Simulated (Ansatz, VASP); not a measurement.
# CsPbBr3 in VASP and in Ansatz

Contents of INCAR:

```
SYSTEM = CsPbBr3
PREC = Accurate
ENCUT = 520
EDIFF = 1E-7
ISMEAR = 0
SIGMA = 0.02
LREAL = .False.
LASPH = .True.
NELM = 60
ALGO = Normal
ISIF = 2
LWAVE = .False.
LCHARG = .False.
GGA = PS
NBANDS = 30
```

File KPOINTS:

```
Automatic mesh
0
Gamma
  6 6 6
  0 0 0
```

File POSCAR:

```
CsPbBr3
1.0
    5.6251269122      0.0000000000      0.0000000000
    0.0000000000      5.6251269122      0.0000000000
    0.0000000000      0.0000000000      5.6251269122
Cs Pb Br
1 1 3
Direct
    0.0000000000      0.0000000000      0.0000000000
    0.5000000000      0.5000000000      0.5000000000
    0.0000000000      0.5000000000      0.5000000000
    0.5000000000      0.0000000000      0.5000000000
    0.5000000000      0.5000000000      0.0000000000
```

Input for Ansatz:

```yaml
crystal:
  lattice:
    - [5.6251269122, 0.0, 0.0]
    - [0.0, 5.6251269122, 0.0]
    - [0.0, 0.0, 5.6251269122]
  atoms:
    - { symbol: Cs, position: [0.0, 0.0, 0.0] }
    - { symbol: Pb, position: [0.5, 0.5, 0.5] }
    - { symbol: Br, position: [0.0, 0.5, 0.5] }
    - { symbol: Br, position: [0.5, 0.0, 0.5] }
    - { symbol: Br, position: [0.5, 0.5, 0.0] }
basis:
  ecutwfc: 420
kpoints:
  mp_grid: { grid: [6, 6, 6] }
hamiltonian:
  xc: pbesol
scf:
  occupations: { method: gaussian, width: 0.02 }
output:
  forces: true
  stress: true
  eigenvalues: true
  write_density: true
  write_potential: true
  elf: true
  volumetric_format: npy
```

Alike in both runs: task single point; functional PBEsol; k mesh 6 × 6 × 6; occupations gaussian, width 0.02 eV; no spin polarisation.

```csv
,VASP,Ansatz
version,VASP 6.6.1,Ansatz 0.2.0
potentials or method,"VASP PAW PBE potentials, release 64 (Cs_sv, Pb_d, Br)","scalar-relativistic, plane waves, PAW"
plane-wave cutoff (eV),520,420
valence electrons in the cell,44,44
```

```csv
,VASP,Ansatz,Ansatz less VASP
gap on the k mesh at the Fermi level (eV),0.80,0.80,0.000
least direct gap on the mesh (eV),0.80,0.80,0.000
pressure (GPa),3.8,3.8,-0.01
```

Caveats: the PAW data sets were made with another functional, which shifts forces and pressure a little (VASP); spin-orbit coupling is left out, which as a rule narrows the gap of such compounds by several tenths of an eV. PBEsol gaps usually lie below the measured ones, often by a third to a half. A k mesh can miss the band edges.
